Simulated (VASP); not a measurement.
Write the native input for VASP 6.6.1 that does the following.

| Item | Value |
| --- | --- |
| Task | single point |
| Functional | PBEsol |
| Potentials or basis | VASP PAW PBE potentials, release 64 (Ba_sv, Zr_sv, O) |
| Cutoff | 700 eV |
| k mesh | 6 × 6 × 6 |
| Occupations | gaussian, width 0.02 eV |
| Spin | no spin polarisation |
| Further INCAR settings | ALGO = Normal; EDIFF = 1e-06 |

The structure of BaZrO3 lies in POSCAR:

```
BaZrO3
1.0
    4.1893600000      0.0000000000      0.0000000000
    0.0000000000      4.1893600000      0.0000000000
    0.0000000000      0.0000000000      4.1893600000
Ba Zr O
1 1 3
Direct
    0.0000000000      0.0000000000      0.0000000000
    0.5000000000      0.5000000000      0.5000000000
    0.5000000000      0.0000000000      0.5000000000
    0.5000000000      0.5000000000      0.0000000000
    0.0000000000      0.5000000000      0.5000000000
```

The cell is a database's computed one.

These files were run (other wordings do the same):

INCAR

```
PREC = Accurate
ENCUT = 700
EDIFF = 1E-6
ISMEAR = 0
SIGMA = 0.02
LREAL = F
LASPH = T
NELM = 60
ALGO = Normal
ISIF = 2
LWAVE = F
LCHARG = T
GGA = PS
LELF = T
LVHAR = T
```

KPOINTS

```
Automatic mesh
0
Gamma
  6 6 6
```

Potentials or basis: VASP PAW PBE potentials, release 64 (Ba_sv, Zr_sv, O).

Launch:

```bash
$ cat potpaw_PBE.64/Ba_sv/POTCAR potpaw_PBE.64/Zr_sv/POTCAR potpaw_PBE.64/O/POTCAR > POTCAR
$ mpirun -np 1 vasp_std > vasp.out
```

Results of the run:

```
Pressure               : 0.0 GPa
Band gap on the k mesh : 3.11 eV, indirect (least direct gap 3.33 eV)
```

Caveat: the PAW data sets were made with another functional, which shifts forces and pressure a little; spin-orbit coupling is left out, which moves the levels of the heavy elements.

Run time: 39 s on 1 thread of AMD EPYC 9R14 (Zen 4) (shared host), peak memory 0.21 GiB.
